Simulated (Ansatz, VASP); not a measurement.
## Two plane-wave programs on Sb

```
CELL_PARAMETERS angstrom
0.00000 -2.37124 -2.37124
-2.37124 0.00000 -2.37124
2.37124 2.37124 -4.74249
ATOMIC_POSITIONS crystal
Sb 0.48982 0.45774 0.56015
Sb 0.01018 0.04226 0.93985
```

Alike in both runs: functional BLYP; k mesh 9 × 9 × 5; occupations fermi-dirac, width 0.05 eV; no spin polarisation.

|  | VASP | Ansatz |
| --- | --- | --- |
| version | VASP 6.6.1 | Ansatz 0.2.0 |
| potentials or method | VASP PAW PBE potentials, release 64 (Sb) | Ansatz PAW |
| plane-wave cutoff (eV) | 520 | 420 |
| valence electrons in the cell | 10 | 30 |
| task | single point | band structure |

VASP gave:

| Property | Result |
| --- | --- |
| gap on the k mesh at the Fermi level (eV) | none |
| pressure (GPa) | 19.1 |
| largest component of the traceless stress (GPa) | 2.75 |
| rms of the force components (eV/Å) | 1.219 |

Q: Estimate Ansatz's values.

A: gap on the k mesh at the Fermi level (eV): none; pressure (GPa): 18.5; largest component of the traceless stress (GPa): 2.76; rms of the force components (eV/Å): 1.145.

Atom by atom the forces differ by 0.074 eV/Å (rms over components). A gap of «none» marks a metal or a gap that the smearing closes. The two sets of potentials don't hold the same shells in valence.

Caveats: so large a pressure means that the cell lies far from this level's equilibrium, or that cutoff or potentials fall short (VASP); the potentials were made for another functional, which shifts forces and pressure (VASP); spin-orbit coupling is left out, which moves the levels of the heavy elements (Ansatz); the PAW data sets come from PBE, with cores solved anew for the run's functional, which leaves a small shift of forces and pressure (Ansatz); forces of over 1 eV/Å show positions far from the minimum, so gaps and moduli don't describe the material at rest (Ansatz). Spin-orbit coupling is left out, which matters for the levels of Sb.
